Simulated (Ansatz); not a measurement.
**From the elastic tensor of BN at 35 GPa (stress–strain coefficients) to moduli and sound speeds**

These are results of DFT PBE+D3(BJ), scalar-relativistic, plane waves, PAW (Ansatz), not measurements. Cutoff 420 eV, 12×12×12 k-points (Γ-centred), fixed occupations. No spin polarisation.

It takes space group R3m (No. 160, trigonal). The conventional cell has a = 2.457 Å, b = 2.457 Å, c = 7.333 Å, α = 90.00°, β = 90.00°, γ = 120.00°. Around B (site symmetry 3m) lie 3 N at 1.42 Å. Around N (site symmetry 3m) lie 3 B at 1.42 Å.

Other phases may be more stable at this pressure.

Relaxed-ion constants (GPa, on the Cartesian axes of the calculation):
```
1281.1  355.7   92.0  -21.3  -99.9   -4.8
 355.7 1285.8   96.3   93.7  -25.0    8.9
  91.8   96.1   63.9    9.8  -16.8    3.7
 -21.3   93.7    9.8   86.7    4.4  -37.1
 -99.9  -25.0  -16.9    4.4   81.7  -14.3
  -4.8    8.9    3.7  -37.1  -14.3  472.0
```

Density 3.225 g/cm³; 2 atoms in 12.78 Å³.

The values that follow are for a polycrystal of randomly turned grains, by Hill's mean where one number stands. In a crystal this anisotropic the Voigt and Reuss bounds lie far apart, so Hill's mean and the sound speeds and Debye temperature from it are rough.

With S = C⁻¹: B_V = (C11+C22+C33+2(C12+C13+C23))/9, G_V = (C11+C22+C33−C12−C13−C23+3(C44+C55+C66))/15, 1/B_R = S11+S22+S33+2(S12+S13+S23), 15/G_R = 4(S11+S22+S33−S12−S13−S23)+3(S44+S55+S66); Hill is their mean. Then v_l = √((B+4G/3)/ρ), v_t = √(G/ρ), v_m = [(2/v_t³+1/v_l³)/3]^(−1/3) and Θ = (ħ/k_B)·v_m·(6π²n/V)^(1/3) for n atoms in the volume V; E = 9BG/(3B+G), ν = (3B−2G)/(2(3B+G)) and A^U = 5G_V/G_R + B_V/B_R − 6.

- Bulk modulus, Voigt / Reuss / Hill: 413.1 / 58.6 / 235.8 GPa
- Shear modulus, Voigt / Reuss / Hill: 267.2 / 81.6 / 174.4 GPa
- Young's modulus: 420 GPa
- Poisson ratio: 0.203
- Pugh ratio B/G: 1.35
- Universal anisotropy index: 17.42
- Longitudinal and transverse sound speeds: 12052 and 7354 m/s
- Debye temperature from the mean sound speed: 1303 K

This form isn't the usual stable structure of the compound at low pressure.

Cost: 1 run of about 3.6 core-minutes, on AMD EPYC 7R43 (Zen 3) (shared hosts).